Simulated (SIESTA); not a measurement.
Sn in SIESTA: convergence with basis size

Input of the first run (basis size SZ); the others differ in this setting and in those tied to it:

File Sn.fdf:

```
SystemName                      Sn
SystemLabel                     Sn
NumberOfSpecies                 1
NumberOfAtoms                   2
%block ChemicalSpeciesLabel
  1  50 Sn
%endblock ChemicalSpeciesLabel

LatticeConstant                 1.0 Ang
%block LatticeVectors
    -2.9401404553     2.9401404553     1.5993019889
     2.9401404553    -2.9401404553     1.5993019889
     2.9401404553     2.9401404553    -1.5993019889
%endblock LatticeVectors
AtomicCoordinatesFormat         Fractional
%block AtomicCoordinatesAndAtomicSpecies
     0.0070650000    -0.0047300000    -0.0123030000  1  Sn
     0.7491880000     0.2445090000     0.4991050000  1  Sn
%endblock AtomicCoordinatesAndAtomicSpecies

%block kgrid.MonkhorstPack
    7   0   0  0.0
    0   7   0  0.0
    0   0   7  0.0
%endblock kgrid.MonkhorstPack
XC.Functional                   GGA
XC.Authors                      PBE
PAO.BasisSize                   SZ
PAO.EnergyShift                 0.003 Ry
Mesh.Cutoff                     500 Ry
OccupationFunction              FD
ElectronicTemperature           0.05 eV
MaxSCFIterations                120
SCF.MustConverge                false
SCF.Mixer.Method                Pulay
SCF.Mixer.Weight                0.25
SCF.Mixer.History               8
SCF.DM.Tolerance                5.0e-05
SCF.H.Tolerance                 1.0e-03 eV
WriteForces                     true
Charge.Mulliken                 end
```

Potentials or basis: PseudoDojo 0.4 standard (PBE files), SZ (energy shift 0.003 Ry).

The run is started by

```bash
$ siesta < Sn.fdf > Sn.out 2>&1
```

The cell isn't the ideal one: atoms moved at random, drawn with an rms of 0.05 Å.

Hardware: 1 thread of Intel(R) Xeon(R) 6975P-C (Granite Rapids), on a shared host.

Q: The values tried are SZ, SZP, DZ, DZP, DZDP, TZP, TZDP, TZTP, loosest first. From which on does the largest force stay within 0.005 eV/Å of the tightest run that finished?

A: From TZDP on.

| basis size | energy less the tightest run, at zero smearing (meV/atom) | pressure (GPa) | largest force (eV/Å) | SCF cycles | CPU time (s) | peak memory (GiB) |
| --- | --- | --- | --- | --- | --- | --- |
| SZ | 604.75 | 5.51 | 0.273 | 6 | 13 | 0.32 |
| SZP | 229.45 | 3.22 | 0.224 | 7 | 41 | 0.44 |
| DZ | 246.12 | 1.65 | 0.186 | 8 | 25 | 0.36 |
| DZP | 77.95 | 2.15 | 0.183 | 9 | 62 | 0.48 |
| DZDP | 30.56 | 2.00 | 0.174 | 9 | 100 | 0.56 |
| TZP | 51.18 | 1.93 | 0.181 | 9 | 84 | 0.53 |
| TZDP | 8.41 | 1.74 | 0.173 | 9 | 130 | 0.61 |
| TZTP | 0.00 | 1.58 | 0.173 | 9 | 250 | 0.7 |

Not settled before the last step: the energy (to 1 meV/atom), the pressure (to 0.1 GPa). The tightest run that finished is the yardstick and may itself not be fully converged.

Caveat, for the tightest run too: the basis of atomic orbitals isn't converged, which shifts pressures, moduli and gaps.
